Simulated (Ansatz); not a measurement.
Input of an Ansatz 0.2.0 run:

input.yaml

```yaml
crystal:
  lattice:
    - [0.0, 2.675, 2.855]
    - [2.515, 0.0, 2.855]
    - [2.515, 2.675, 0.0]
  atoms:
    - { symbol: Cl, position: [0.5, 0.5, 0.5] }
    - { symbol: H, position: [0.0, 0.0, 0.0] }
hamiltonian:
  xc: r2scan
  pseudopotentials: { kind: paw }
kpoints:
  mp_grid: { grid: [9, 9, 9] }
scf:
  occupations: { method: fermi_dirac, width: 0.05 }
output:
  forces: true
  stress: true
  eigenvalues: true
relax:
  f_tol: 0.01
  max_steps: 40
  cell: { stress_tol: 0.05, p_target: 30.0 }
```

Potentials or basis: Ansatz PAW.

Run with:

```sh
$ ansatz run input.yaml --threads 2 --pin off --max-ram 5632MiB --backend cpu --events-out ev --progress --plain --runs-dir out
```

(1) What does it give for the band gap on the k mesh?

(2) Predict the relaxed cell.

(3) Estimate the relaxed volume.

(4) Estimate the space group after relaxing (to 0.05 Å).

## Answers

(1) none (metal or under the smearing width).

(2) a = 3.648 Å, b = 2.974 Å, c = 2.974 Å, α = 75.66°, β = 52.17°, γ = 52.17°.

(3) 9.85 Å³/atom.

(4) I4/mmm (No. 139).

Caveat: the volume moved by over 15 % at a fixed basis, so the end points are rough; the PAW data sets come from PBE, with cores solved anew for the run's functional, which leaves a small shift of forces and pressure.
